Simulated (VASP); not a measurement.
A run of VASP 6.6.1 is set up as follows.

The input INCAR:

```
SYSTEM = TiSe2
PREC = Accurate
ENCUT = 520
EDIFF = 1E-7
ISMEAR = 0
SIGMA = 0.02
LREAL = .FALSE.
LASPH = .TRUE.
NELM = 100
ALGO = Normal
ISIF = 3
LWAVE = .FALSE.
LCHARG = .FALSE.
GGA = PE
IVDW = 12
IBRION = 2
NSW = 80
EDIFFG = -0.002
```

File KPOINTS:

```
Automatic mesh
0
G
  6 6 4
  0 0 0
```

Contents of POSCAR:

```
TiSe2                                   
1.0
    3.4780076484      0.0000000000      0.0000000000
   -1.7390038242      3.0120429802     -0.0000000000
   -0.0000000000      0.0000000000      5.8972227431
  Ti              Se            
     1     2
Direct
     0.0000000000000000    0.0000000000000000    0.0000000000000000
     0.3333333300000021    0.6666666699999979    0.2641875970764767
     0.6666666699999979    0.3333333300000021    0.7358124029235233
```

Potentials or basis: VASP PAW PBE potentials, release 64 (Ti_sv, Se).

The run is started by

```bash
$ cat potpaw_PBE.64/Ti_sv/POTCAR potpaw_PBE.64/Se/POTCAR > POTCAR
$ mpirun -np 1 vasp_std > vasp.out
```

Problem. Estimate the dispersion energy per atom.

Solution. -0.449 eV.

Problem. Estimate the band gap on the k mesh.

Solution. None (metal or under the smearing width).

Problem. Predict the space group after relaxing (to 0.05 Å).

Solution. P-3m1 (No. 164).

Problem. Estimate the relaxed volume.

Solution. 20.59 Å³/atom.

Final structure:
```xyz
3
Lattice="3.4778 0.0000 0.0000 -1.7389 3.0119 0.0000 0.0000 0.0000 5.8969" Properties=species:S:1:pos:R:3 pbc="T T T"
Ti    0.0000    0.0000    0.0000
Se    0.0000    2.0079    1.5579
Se    1.7389    1.0040    4.3390
```

Caveat: pairwise dispersion overbinds metals, which lowers pressure and volume.
